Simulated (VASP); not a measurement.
A run of VASP 6.6.1 is set up as follows.

File INCAR:

```
SYSTEM = WC
PREC     = Accurate       ! precision mode
ENCUT    = 520            ! plane-wave cutoff, eV
EDIFF    = 1E-6           ! SCF threshold, eV
ISMEAR   = -1             ! smearing method
SIGMA    = 0.24           ! smearing width, eV
LREAL    = Auto         
LASPH    = .TRUE.         ! aspherical terms in the spheres
NELM     = 100            ! most SCF steps
ALGO     = Fast           ! electronic algorithm
ISIF     = 2              ! what is computed and relaxed
LWAVE    = .FALSE.        ! write WAVECAR
LCHARG   = .FALSE.        ! write CHGCAR
GGA      = PE             ! functional
NBANDS   = 86             ! bands
```

The input KPOINTS:

```
regular mesh
0
G
  2 2 2
  0 0 0
```

POSCAR

```
WC
1.0
   -2.9059000000     -5.0331660000      0.0000000000
    4.3588500000     -2.5165830000      0.0000000000
    0.0000000000      0.0000000000      5.6753400000
W C
8 8
Direct
    0.7608775854      0.4892653281      0.0069423154
    0.7460329766      0.4862514716      0.4852925111
    0.5104489310     -0.0275270889      0.0145365740
    0.5149036055     -0.0321051683      0.5184711401
    0.2457204409      0.5013338448      0.0266239556
    0.2538756231      0.4707978419      0.5054675138
    0.0138613537     -0.0087684349      0.0021496509
    0.0115893082     -0.0178539361      0.5141542181
    0.5068959444      0.6525548997      0.2639489440
    0.4961723949      0.6346232062      0.7603597318
    0.2750577020      0.1602923194      0.2746443385
    0.2528558721      0.1236734182      0.7434973059
    0.0265204978      0.6523202025      0.2679487044
   -0.0215572679      0.6524328058      0.7515144467
    0.7397819474      0.1536029827      0.2478441820
    0.7496732183      0.1383106565      0.7664210426
```

Potentials or basis: VASP PAW PBE potentials, release 64 (W_sv, C).

Command:

```bash
$ cat potpaw_PBE.64/W_sv/POTCAR potpaw_PBE.64/C/POTCAR > POTCAR
$ mpirun -np 1 vasp_std > vasp.out
```

Task: Estimate the band gap on the k mesh.

Result: None (metal or under the smearing width).

Task: Predict the largest force.

Result: 5.078 eV/Å.

Task: What does it give for the pressure?

Result: 13.1 GPa.

Stress tensor (GPa, compression positive):
```
13.55 -0.78  0.83
-0.78 12.73 -1.03
 0.83 -1.03 12.88
```

Caveat: the k mesh is coarse (spacing up to 0.62 Å⁻¹), so the values aren't converged; forces of over 1 eV/Å show positions far from the minimum, so gaps and moduli don't describe the material at rest. Spin-orbit coupling is left out, which matters for the levels of W.
